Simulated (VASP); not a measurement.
Set up this calculation in VASP 6.6.1, as the native input.

```yaml
Task: single point
Functional: PBEsol
Potentials_or_basis: VASP PAW PBE potentials, release 64 (Co, O)
Cutoff: 520 eV
k_mesh: 6 × 6 × 6
Occupations: fermi-dirac, width 0.1 eV
Spin: collinear spin, typed start
Starting_moments: "[1.8, 0.0] μB"
Dipole_correction: no
Further_INCAR_settings: ALGO = Normal; EDIFF = 1e-06; NBANDS = 18
```

The structure of CoO lies in POSCAR:

```
CoO
1.0
   -1.5080000000      1.5080000000      2.1072480000
    1.5080000000     -1.5080000000      2.1072480000
    1.5080000000      1.5080000000     -2.1072480000
Co O
1 1
Direct
    0.0054588273     -0.0090906520      0.0033950752
    0.4829500695      0.4963067061     -0.0365560778
```

These files were run (other wordings do the same):

INCAR

```
PREC     = Accurate       # precision mode
ENCUT    = 520            # plane-wave cutoff, eV
EDIFF    = 1E-6           # SCF threshold, eV
ISMEAR   = -1             # smearing method
SIGMA    = 0.1            # smearing width, eV
LREAL    = False          # projectors in reciprocal space
LASPH    = True           # aspherical terms in the spheres
NELM     = 150            # most SCF steps
ALGO     = Normal         # electronic algorithm
ISIF     = 2              # what is computed and relaxed
LWAVE    = False          # write WAVECAR
LCHARG   = False          # write CHGCAR
ISPIN    = 2              # spin polarisation
MAGMOM   = 1.8 0          # initial moments
LORBIT   = 11             # projections on sites
LMAXMIX  = 4              # l up to which the mixer works
GGA      = PS             # functional
NBANDS   = 18             # bands
```

KPOINTS

```
Automatic mesh
0
Gamma
  6 6 6
```

Potentials or basis: VASP PAW PBE potentials, release 64 (Co, O).

Launch:

```sh
$ cat potpaw_PBE.64/Co/POTCAR potpaw_PBE.64/O/POTCAR > POTCAR
$ mpirun -np 1 vasp_std > vasp.out
```

Results of the run:

- Pressure: -9.7 GPa
- Largest force: 0.082 eV/Å
- Band gap on the k mesh: none (metal or under the smearing width)
- Net moment: 2.82 μB per cell
- Site moments: Co +2.48; O +0.28 μB
- Valence electrons inside the program's atomic spheres: Co 7.84; O 4.95

Caveat: the k mesh is coarse (spacing up to 0.49 Å⁻¹), so the values aren't converged; the PAW data sets were made with another functional, which shifts forces and pressure a little; a cell with one magnetic atom can't hold antiferromagnetic order, which such compounds often take; semilocal functionals often make such compounds metallic where correlation or magnetic order opens a gap, which also shifts bond lengths.

Wall time 41 s on 1 thread of Intel(R) Xeon(R) Platinum 8375C CPU @ 2.90GHz (Ice Lake), with other jobs on the host, peak memory 0.19 GiB.
